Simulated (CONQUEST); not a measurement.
Crystal: HfC.

```xyz
4
Lattice="3.2880 0.0000 0.0000 0.0000 3.2880 0.0000 0.0000 0.0000 4.6500" Properties=species:S:1:pos:R:3 pbc="T T T"
Hf    0.0000    0.0000    2.3250
Hf    1.6440    1.6440    0.0000
C     0.0000    0.0000    0.0000
C     1.6440    1.6440    2.3250
```

| Property | Result |
| --- | --- |
| Program | CONQUEST 1.3 |
| Task | single point |
| Functional | PBE |
| Potentials or basis | PseudoDojo NC PBE, DZP, grid cutoff 120 Ha |
| k mesh | 8 × 8 × 6 |
| Occupations | fermi-dirac, width 0.05 eV |
| Spin | no spin polarisation |

On this cell: pressure 1.1 GPa; largest force zero by symmetry; band gap on the k mesh none (metal or under the smearing width).

The same run follows on a disturbed copy (atoms moved at random, drawn with an rms of 0.05 Å):

```
Hf C
1.0
     3.28805    0.00000    0.00000
     0.00000    3.28805    0.00000
     0.00000    0.00000    4.65000
Hf C
2 2
Direct
  0.48694 0.49020 0.99852
  0.98694 0.99020 0.49852
  0.49829 0.48552 0.50462
  0.99829 0.98552 0.00462
```

What changes?

The energy (extrapolated to zero smearing) moves by +5.2 meV/atom; pressure 1.8 GPa; largest force 0.427 eV/Å; band gap on the k mesh none (metal or under the smearing width).

Forces in eV/Å, atoms in the order of the input:
```
Hf   0.334 -0.123  0.237
Hf   0.334 -0.123  0.237
C   -0.320  0.135 -0.236
C   -0.320  0.135 -0.236
```

The forces don't sum to zero, so they hold noise of the program's grid.

Caveats: the box holds several primitive cells, so bands are folded and the points are those of the box's own zone; the basis of atomic orbitals isn't converged, which shifts pressures, moduli and gaps.
